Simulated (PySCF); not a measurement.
An unknown shows these calculated signals:

¹H NMR (600 MHz, computed): δ 7.32 (dd, J = 8.9, 8.2 Hz, 2H), 6.82 (t, J = 8.2 Hz, 1H), 6.66 (d, J = 8.9 Hz, 2H), 3.34 (br s, 2H).

¹³C{¹H} NMR (computed): δ 157.3 (C), 139.5 (CH), 125.5 (CH), 120.8 (CH).

Relativity neglected, a single conformation, gas phase, equivalent nuclei averaged. Couplings computed with B3LYP/pcJ-1 (spin–dipole term only in couplings to heteroatoms); geometry from PBE0-D3(BJ)/def2-SVP; NMR shieldings at mPW1PW91/pcSseg-2/GIAO; PySCF 2.14.0 with density-fitted response routines.

Chemical shifts δ = σref − σ; ¹H (σ = 31.29 ppm) and ¹³C (σ = 183.53 ppm) against TMS, all at this level.

Question: Which of these does the molecule contain: a ketone, a benzene ring, a vinyl group CH=CH2, a Si–H bond, an NH or NH2 group?

Answer: 
- A ketone: no.
- A benzene ring: yes.
- A vinyl group CH=CH2: no.
- A Si–H bond: no.
- An NH or NH2 group: yes (δH 3.34 (br s)).

The data belong to `c1c(N)cccc1`, C₆H₇N; they needn't prove each group on their own.

Carbon signals by region: 4 in the sp2 and nitrile region (100–160 ppm).

Exchangeable OH/NH protons stand at their gas-phase positions; hydrogen bonding in a real sample shifts them, mostly to higher δ. Multiplet labels drop couplings under 1 Hz and merge nearly equal ones. Couplings among chemically equivalent protons are left out too, so labels in AA′BB′ or AA′XX′ sets are apparent multiplicities. Unscaled 3J(H,H) at this level run about 10 % above measured values. Shifts are as computed. Against solution values, carbons near 30 ppm lie about +3 ppm off and those near 130 ppm about +9 ppm. Of 1211 compounds with measured shifts, 218 miss one by over three times the rms of a fit or turn the order of signals round; such compounds aren't used in these exercises.
